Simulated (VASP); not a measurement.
A run of VASP 6.6.1 is set up as follows.

The input POSCAR:

```
Pt
1.0
   -1.5842200000      1.5842200000      1.5842200000
    1.5842200000     -1.5842200000      1.5842200000
    1.5842200000      1.5842200000     -1.5842200000
Pt
1
Direct
    0.0000000000      0.0000000000      0.0000000000
```

File INCAR.step1:

```
  PREC = Accurate
  ENCUT = 520
  EDIFF = 1E-6
  ISMEAR = -1
  SIGMA = 0.05
  LREAL = False
  LASPH = True
  NELM = 60
  ALGO = Normal
  ISIF = 2
  LWAVE = False
  LCHARG = True
  LMAXMIX = 4
  GGA = AM
```

The input KPOINTS.step1:

```
regular mesh
0
Gamma
  12 12 12
```

Contents of INCAR.step2:

```
  PREC = Accurate
  ENCUT = 520
  EDIFF = 1E-6
  ISMEAR = 0
  SIGMA = 0.05
  LREAL = False
  LASPH = True
  NELM = 60
  ALGO = Normal
  ISIF = 2
  LWAVE = False
  LCHARG = False
  LMAXMIX = 4
  GGA = AM
  ICHARG = 11
```

The input KPOINTS.step2:

```
path GHNGPH,PN
20
line-mode
reciprocal
 0.0000000000  0.0000000000  0.0000000000  G
 0.5000000000 -0.5000000000  0.5000000000  H

 0.5000000000 -0.5000000000  0.5000000000  H
 0.0000000000  0.0000000000  0.5000000000  N

 0.0000000000  0.0000000000  0.5000000000  N
 0.0000000000  0.0000000000  0.0000000000  G

 0.0000000000  0.0000000000  0.0000000000  G
 0.2500000000  0.2500000000  0.2500000000  P

 0.2500000000  0.2500000000  0.2500000000  P
 0.5000000000 -0.5000000000  0.5000000000  H

 0.2500000000  0.2500000000  0.2500000000  P
 0.0000000000  0.0000000000  0.5000000000  N
```

Potentials or basis: VASP PAW PBE potentials, release 64 (Pt).

Command:

```console
$ cat potpaw_PBE.64/Pt/POTCAR > POTCAR
$ cp INCAR.step1 INCAR
$ cp KPOINTS.step1 KPOINTS
$ mpirun -np 1 vasp_std > vasp.out
$ cp INCAR.step2 INCAR
$ cp KPOINTS.step2 KPOINTS
$ mpirun -np 1 vasp_std > vasp.out
```

(1) What does it give for the band gap along the path?

Answers

(1) none (metal or under the smearing width).

Caveat: spin-orbit coupling is left out, which moves the levels of the heavy elements.
